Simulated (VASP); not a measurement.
# Si: a series in biaxial strain in the (111) plane

Strain engineering needs slopes: what does biaxial strain in the (111) plane do to the lattice and the band edges of Si?

Main program and level: VASP 6.6.1; PBE; plane waves and PAW (Si), in the first sound run; inputs show where later runs differ.

This is a report of a sequence of runs, with most program output left out.

### 1. The structure

The structure is cubic, space group Fd-3m (No. 227). The conventional cell has a = 5.431 Å, b = 5.431 Å, c = 5.431 Å, α = 90.00°, β = 90.00°, γ = 90.00°. Si has 4 Si at 2.35 Å nearest.

As a file:

```cif
data_structure
_symmetry_space_group_name_H-M 'Fd-3m:1'
_symmetry_Int_Tables_number 227
_cell_length_a 5.4310
_cell_length_b 5.4310
_cell_length_c 5.4310
_cell_angle_alpha 90.000
_cell_angle_beta 90.000
_cell_angle_gamma 90.000
_cell_volume 160.19
loop_
_atom_site_label
_atom_site_type_symbol
_atom_site_symmetry_multiplicity
_atom_site_Wyckoff_symbol
_atom_site_fract_x
_atom_site_fract_y
_atom_site_fract_z
_atom_site_occupancy
Si1 Si 8 b 0.00000 0.00000 0.50000 1
```

### 2. Relax the crystal, PBE

The series starts from the cell that this level prefers, so that zero strain is near zero stress.

This step took 2 runs in a row; the last is shown.

Level: PBE; plane waves and PAW (Si).

INCAR

```
SYSTEM = Si
PREC = Accurate
ENCUT = 450
EDIFF = 1E-07
NELM = 120
ISMEAR = 0
SIGMA = 0.02
LREAL = .FALSE.
ALGO = Normal
GGA = PE
NBANDS = 10
LORBIT = 11
LWAVE = .FALSE.
LCHARG = .FALSE.
KPAR = 8
IBRION = 2
NSW = 40
ISIF = 3
EDIFFG = -0.005
POTIM = 0.4
```

POSCAR

```
Si
1.0
    0.0000000000      2.7342232664      2.7342232664
    2.7342232664      0.0000000000      2.7342232664
    2.7342232664      2.7342232664      0.0000000000
Si
2
Direct
    0.0000000000      0.0000000000      0.0000000000
    0.2500000000      0.2500000000      0.2500000000
```

KPOINTS

```
Automatic mesh
0
Gamma
10 10 10
0 0 0
```

The projector-augmented-wave data sets are Si (PBE family, release 64).

Run with:

```console
mpirun -np 8 vasp_std
```

Elapsed: 4.6 s, on 8 MPI ranks of AMD EPYC 7R43, shared host; peak memory 1 GiB; 30 s of CPU time.

This run gave:

| Property | Result |
| --- | --- |
| energy(sigma→0) of the program | -10.8492 eV |
| stress, compression positive | 0.01 along [111], 0.01 across it (mean), GPa |
| volume | 40.882 Å³ |
| ionic steps | 1 |

### 3. Strain along the normal, PBE

One member in full: the plane is strained by 1 %, and the strain along the normal is moved by secant steps until the normal stress is under 0.012 GPa or five steps are spent; the atoms relax at each step.

This step took 2 runs, each at a new trial strain with the atoms of the one before; the last is shown.

Level: PBE; plane waves and PAW (Si).

INCAR: that of step 2 with these lines changed.

```diff
@@ -14,7 +14,7 @@
 LCHARG = .FALSE.
-KPAR = 8
-IBRION = 2
-NSW = 40
-ISIF = 3
-EDIFFG = -0.005
-POTIM = 0.4
+KPAR = 2
+IBRION = 1
+NSW = 25
+ISIF = 2
+EDIFFG = -0.004
+POTIM = 0.3
```

POSCAR

```
Si
1.0
   -0.0255410290      2.7360244700      2.7360244700
    2.7360244700     -0.0255410290      2.7360244700
    2.7360244700      2.7360244700     -0.0255410290
Si
2
Direct
    0.9994044888      0.9994044888      0.9994044888
    0.2505955112      0.2505955112      0.2505955112
```

KPOINTS is that of step 2.

Run with:

```console
mpirun -np 2 vasp_std
```

Elapsed: 26 s, on 2 MPI ranks; peak memory 0.27 GiB; 48 s of CPU time.

Read from the output:

| Property | Result |
| --- | --- |
| energy(sigma→0) of the program | -10.8440 eV |
| stress, compression positive | 0.00 along [111], -2.04 across it (mean), GPa |
| ionic steps | 2 |

### 4. Band edges, TB-mBJ with spin-orbit coupling

Short lines in KPOINTS_OPT sample the zone centre along and across the normal of the plane, for masses, and the other valleys.

Level: TB-mBJ, spin-orbit coupling; plane waves and PAW (Si).

TB-mBJ has no energy functional, so the total energy, stress and pressure in this output mean nothing.

INCAR

```
SYSTEM = Si
PREC = Accurate
ENCUT = 450
EDIFF = 1E-06
NELM = 150
ISMEAR = 0
SIGMA = 0.02
LREAL = .FALSE.
ALGO = Normal
METAGGA = MBJ
LASPH = .TRUE.
LNONCOLLINEAR = .TRUE.
MAGMOM = 0 0 0 0 0 0
NBANDS = 18
GGA_COMPAT = .FALSE.
LSORBIT = .TRUE.
LWAVE = .FALSE.
LCHARG = .FALSE.
KPAR = 2
```

POSCAR

```
Si
1.0
   -0.0255410290      2.7360244700      2.7360244700
    2.7360244700     -0.0255410290      2.7360244700
    2.7360244700      2.7360244700     -0.0255410290
Si
2
Direct
    0.9994187152      0.9994187152      0.9994187152
    0.2505812848      0.2505812848      0.2505812848
```

KPOINTS

```
Automatic mesh
0
Gamma
8 8 8
0 0 0
```

KPOINTS_OPT

```
Line mode
6
Line-mode
Reciprocal
  0.00000000   0.00000000   0.00000000
  0.02502348   0.02502348   0.02502348

  0.00000000   0.00000000   0.00000000
 -0.01553927   0.01553927  -0.00000000

  0.31000000   0.31000000   0.00000000
  0.50000000   0.50000000   0.00000000

  0.00000000   0.31000000   0.31000000
  0.00000000   0.50000000   0.50000000

  0.45000000   0.45000000   0.45000000
  0.50000000   0.50000000   0.50000000

  0.45000000   0.00000000   0.00000000
  0.50000000   0.00000000   0.00000000

  0.42500000   0.42500000   0.00000000
  0.42479675   0.44677259   0.02177259

  0.50000000   0.50000000   0.50000000
  0.48446073   0.51553927   0.50000000
```

Run with:

```console
mpirun -np 2 vasp_ncl
```

It took 3.7 min on 2 MPI ranks; peak memory 0.55 GiB; 7.4 min of CPU time.

### 5. Band edges, r2SCAN with spin-orbit coupling

Level: r2SCAN, spin-orbit coupling; plane waves and PAW (Si).

INCAR: that of step 4 with these lines changed.

```diff
@@ -4,3 +4,3 @@
 EDIFF = 1E-06
-NELM = 150
+NELM = 100
 ISMEAR = 0
@@ -9,3 +9,3 @@
 ALGO = Normal
-METAGGA = MBJ
+METAGGA = R2SCAN
 LASPH = .TRUE.
```

POSCAR is that of step 4.

KPOINTS is that of step 4.

KPOINTS_OPT is that of step 4.

Run with:

```console
mpirun -np 2 vasp_ncl
```

It took 7 min on 2 MPI ranks; peak memory 0.55 GiB.

Read from the output:

- energy(sigma→0) of the program: -17.5335 eV
- stress, compression positive: -1.43 along [111], -3.61 across it (mean), GPa

The run ends at a pressure of -2.88 GPa, with forces up to 0.0099 eV/Å.

### 6. All members

LASPH is off in runs at PBE and on in runs at TB-mBJ and r2SCAN.

The other members went through these steps as far as the tables show, with the same cutoff and, step by step, the same mesh; 35 runs are not shown. The session took 3.6 core hours (wall time by ranks) on a shared machine.

```tsv
in-plane strain (%)	strain along the normal (%)	in-plane stress, tension positive (GPa)	energy above the unstrained row (meV/atom)	gap on the mesh, PBE (eV)
-2.000	0.883	-4.515	11.251	0.440
-1.500	0.657	-3.330	6.285	0.492
-1.000	0.433	-2.187	2.779	0.539
-0.500	0.213	-1.079	0.695	0.581
0	0.000	-0.006	0.000	0.618
0.500	-0.201	1.031	0.654	0.589
1.000	-0.401	2.036	2.619	0.562
1.500	-0.596	3.002	5.856	0.535
2.000	-0.790	3.930	10.327	0.508
```

Slopes at zero strain, from cubics through all rows: strain ratio -0.416, stress over strain 211 GPa.

Band edges at TB-mBJ with spin-orbit coupling, counted from the valence-band top at Γ, spin-orbit pairs averaged, with one row partly withheld:

```tsv
in-plane strain (%)	gap (eV)	conduction band at Γ (eV)	Δ or X valley along z (eV)	Δ or X valley along x (eV)	lowest conduction level at L, [111] (eV)	lowest conduction level at L, [-111] (eV)	second valence level below the top (eV)	third valence level below the top (eV)
-2.000	1.090	2.792	1.089	1.089	2.442	2.029	0.030	0.322
-1.500	1.147	2.902	1.147	1.147	2.366	2.059	0.029	0.240
-1.000	1.199	3.004	1.198	1.198	2.289	2.087	0.027	0.162
-0.500	1.244	3.095	1.243	1.243	?	2.112	0.023	0.092
0	1.283	3.154	1.281	1.281	2.132	2.132	0.000	0.045
0.500	1.262	3.099	1.260	1.260	2.000	2.095	0.054	0.089
1.000	1.233	3.035	1.232	1.232	1.865	2.054	0.109	0.142
1.500	1.203	2.971	1.202	1.202	1.732	2.013	0.161	0.193
2.000	1.172	2.910	1.172	1.172	1.604	1.973	0.209	0.240
```

Conduction masses, in electron masses:

```tsv
in-plane strain (%)	L [111] mass, longitudinal	L [111] mass, transverse along [1-10]
-2.000	1.974	0.154
-1.500	1.918	0.152
-1.000	1.904	0.151
-0.500	1.863	0.149
0	1.812	0.148
0.500	1.789	0.147
1.000	1.803	0.146
1.500	1.756	0.144
2.000	1.744	0.143
```

Band edges at r2SCAN with spin-orbit coupling, counted from the valence-band top at Γ, spin-orbit pairs averaged:

```tsv
in-plane strain (%)	gap (eV)	conduction band at Γ (eV)	Δ or X valley along z (eV)	Δ or X valley along x (eV)	lowest conduction level at L, [111] (eV)	lowest conduction level at L, [-111] (eV)	second valence level below the top (eV)	third valence level below the top (eV)
-2.000	0.598	2.344	0.596	0.596	2.128	1.692	0.030	0.325
-1.500	0.656	2.455	0.656	0.656	2.044	1.721	0.029	0.242
-1.000	0.708	2.558	0.708	0.708	1.960	1.747	0.028	0.164
-0.500	0.754	2.650	0.753	0.753	1.875	1.770	0.023	0.093
0	0.793	2.710	0.792	0.792	1.790	1.790	0.000	0.046
0.500	0.771	2.656	0.770	0.770	1.650	1.751	0.054	0.090
1.000	0.742	2.592	0.741	0.741	1.509	1.708	0.110	0.143
1.500	0.710	2.529	0.710	0.710	1.371	1.665	0.162	0.195
2.000	0.678	2.469	0.678	0.678	1.237	1.624	0.210	0.242
```

Conduction masses, in electron masses:

```tsv
in-plane strain (%)	L [111] mass, longitudinal	L [111] mass, transverse along [1-10]
-2.000	1.955	0.135
-1.500	1.911	0.134
-1.000	1.900	0.133
-0.500	1.845	0.131
0	1.841	0.130
0.500	1.827	0.128
1.000	1.781	0.127
1.500	1.759	0.125
2.000	1.736	0.124
```

### 7. Working out the slope

The quantity to fit is the splitting of the lowest conduction levels at the L points ([111] less [-111]) at TB-mBJ with spin-orbit coupling: 0.413, 0.306, 0.202, 0.000, -0.096, -0.189, -0.280, -0.369 eV in the rows shown.

Fitting a parabola to the 8 known rows (d: strain along the axis less the strain across it, in %) gives E = 0.001920 d² + 0.1377 d − 4.61e-5 in eV; the residuals are 2.1e-4 eV r.m.s.

At d = 0.7134 this predicts 0.0992 eV.

### 8. Prediction against calculation

The calculation gives 0.0994 eV, so the prediction is 0.0002 eV too low.

The splitting is Ξu times 8/9 of d, with d as a fraction, so the linear term gives Ξu = 15.5 eV.

### 9. Outcome

| Item | Value |
| --- | --- |
| ratio of normal to in-plane strain | -0.416 |
| biaxial modulus | 211 GPa |
| gap of the unstrained cell, TB-mBJ with spin-orbit coupling | 1.28 eV |
| gap of the unstrained cell, r2SCAN with spin-orbit coupling | 0.79 eV |
| shear deformation potential Ξu of the lowest conduction levels at L | 15.5 eV |
| error of the predicted row | -0.2 meV |

In words: As a check, the curvature of the energy gives 212 GPa for the same modulus (energy per volume = M × strain²), 0 % from the slope of the stress. At TB-mBJ with spin-orbit coupling the lowest conduction valley is Δ or X throughout, and the gap runs between 1.09 and 1.28 eV. At r2SCAN with spin-orbit coupling the lowest conduction valley is Δ or X throughout, and the gap runs between 0.60 and 0.79 eV. Hole masses are left out throughout, since the top bands are degenerate or cross in many series; of conduction masses, those of the Γ, L and (for Si and Ge under (001) strain) Δ valleys are kept where they change by under an eighth between rows. A measured gap of unstrained Si is 1.1 eV (arxiv:1111.5263, band gap, quoted experimental value, temperature not given); the static gaps here belong to the lattice relaxed at PBE. TB-mBJ is a potential fitted for gaps; it has no energy functional, so its total energies and forces mean nothing, and its bands tend to come out too narrow. r2SCAN opens gaps somewhat over GGA but leaves them below measured values as a rule. Δ or X levels are the lowest on their line, refined by a parabola unless they lie at X; the gap is read from all points sampled and can differ from the lowest valley by some meV, or by tens of meV where strain moves the valence top off Γ. Temperature, zero-point motion and excitons are left out.

[Lines on the potential files, build, host, timing and source positions are cut from VASP's logs without a mark.]

[Logs are printed without paths, hosts, clocks, repeated set-up lines and the standing remarks that a program may print on its own settings, such as how far it seeks lower states.]

[Hosts, paths, dates, database ids (printed as entryN), source tags and the programs' standing remarks are cut or masked in the printed files.]

[In band tables of VASP the shares of atoms and orbitals are scaled to a sum of 1 inside the atoms' spheres.]
